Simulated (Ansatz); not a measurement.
GeO2 (rutile)

```
CELL_PARAMETERS angstrom
      4.42809     0.00000     0.00000
      0.00000     4.42809     0.00000
      0.00000     0.00000     2.88419
ATOMIC_POSITIONS crystal
  Ge 0.00000 0.00000 0.00000
  Ge 0.50000 0.50000 0.50000
  O  0.30632 0.30632 0.00000
  O  0.80632 0.19368 0.50000
  O  0.19368 0.80632 0.50000
  O  0.69368 0.69368 0.00000
```

The slice is a (-1 1 0) plane (indices of the conventional cell) through the point (0.694, 0.694, 0.000) (fractional), spanned by u = [001] and v = [110] in vectors of this cell: u (2.88 Å) and v (6.26 Å, at 90° to u). It covers one period; positions are fractions (u, v).

Level of theory: PBEsol (plane waves to 420 eV, PAW, scalar-relativistic; Ansatz, a program for electronic structure). k mesh 8×8×11. Near the nuclei the fields are pseudised (PAW); where an atom keeps semicore shells as valence, they peak there. GeO2 was relaxed with its symmetry unable to fall.

Predict the map of the electron localisation function (ELF) on the slice.


```
|xx@@@@==::::==@@@@|
|%%%%**--....--**%%|
|------..xxxx..----|
|  ..::  xxxx  ::..|
|++++--..xxxx..--++|
|%%@@##--::::--##@@|
|xxxx@@++::::++@@xx|
|xxxx@@++....++@@xx|
|xx@@%%--    --%%@@|
|@@%%++..    ..++%%|
|==--..        ..--|
|....::..    ..::..|
|xx  ::..    ..::  |
|xxxx............xx|
|xx  ::..    ..::  |
|::::....    ....::|
|++==::        ::==|
|@@@@**..    ..**@@|
|xx%%%%==    ==%%%%|
|xxxx@@**....**@@xx|
```
Scale: ten equal steps from 0.03 (start of ' ') to 0.83 (end of '@'), in the order ' .:-=+*#%@'. Values: electron localisation function (ELF). The map has 9 points along u (two characters each, u = 0 at the left) and 20 along v (v = 0 in the bottom row). Points within 0.4 Å of a nucleus are blanked (x), as the pseudised field means little there.
